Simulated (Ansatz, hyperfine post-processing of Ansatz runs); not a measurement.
# CuSnF6: isotropic lines and sites in a paramagnetic 19F spectrum

Calculated values: DFT, r2SCAN, plane-wave PAW, default files (PAW set soft_2), collinear spin, scalar-relativistic (Ansatz), contact and point-dipole shifts scaled to 340 K with Θ = 0 K (a pure Curie law); spin-only moments, above the ordering temperature.

```
Sn Cu F
1.0
    10.21000    0.00000    0.00000
     2.45681    4.54822    0.00000
     0.01601    2.84708    4.62943
Sn Cu F
2 2 12
Cartesian
  2.5605 1.4235 2.3147
  7.6655 1.4235 2.3147
  0.0000 0.0000 0.0000
  5.1050 0.0000 0.0000
  6.6169 6.1518 3.5023
  11.7219 6.1518 3.5023
  0.9610 1.2435 1.1272
  6.0660 1.2435 1.1272
  3.1956 2.8941 1.2223
  8.3006 2.8941 1.2223
  4.3823 4.5012 3.4072
  9.4873 4.5012 3.4072
  6.0179 4.6788 1.1646
  11.1229 4.6788 1.1646
  1.5599 2.7165 3.4648
  6.6649 2.7165 3.4648
```

19F MAS at 9.4 T (376.7 MHz), 60 kHz, 340 K; contact and dipolar shift alone, no orbital or quadrupolar part; lines under 1.5 % of the strongest are left out. NMR lines, with heights relative to the strongest:

| position (ppm) | intensity |
| --- | --- |
| -972.1 | 3.8 |
| -812.8 | 44 |
| -653.5 | 100 |
| -494.3 | 23 |
| -335.0 | 12 |
| -175.7 | 1.5 |
| 5834.1 | 1.6 |
| 5919.9 | 1.6 |
| 5993.4 | 12 |
| 6079.2 | 13 |
| 6152.6 | 65 |
| 6238.5 | 65 |
| 6311.9 | 52 |
| 6397.7 | 51 |
| 6471.2 | 23 |
| 6557.0 | 22 |
| 6630.4 | 24 |
| 6716.3 | 24 |
| 6789.7 | 5.8 |
| 6875.5 | 6.0 |
| 6949.0 | 1.7 |
| 7034.8 | 1.7 |

Q: Find the isotropic shifts among the lines and assign them to the F sites.

Sidebands are spaced by 159 ppm (the spinning rate over the resonance of 376.7 MHz). An isotropic line need not be the tallest: it is the area-weighted centre of its own family of sidebands, and the one that stays put when the rate is changed. Isotropic shifts: 6398 ppm for atom 5 and the 3 atoms equivalent to it (bonded to 1 Cu at 1.93 Å), reduced anisotropy 485 ppm; -654 ppm for atom 9 and the 3 atoms equivalent to it (bonded to 1 Cu at 2.19 Å), reduced anisotropy 325 ppm; 6312 ppm for atom 13 and the 3 atoms equivalent to it (bonded to 1 Cu at 1.94 Å), reduced anisotropy 480 ppm. The families' total areas stand as 1:1:1; where areas are equal the match rests on the calculation.

[Logs are printed without paths, hosts, clocks, repeated set-up lines and the standing remarks that a program may print on its own settings, such as how far it seeks lower states.]

[Hosts, paths, dates, database ids (printed as entryN), source tags and the programs' standing remarks are cut or masked in the printed files.]
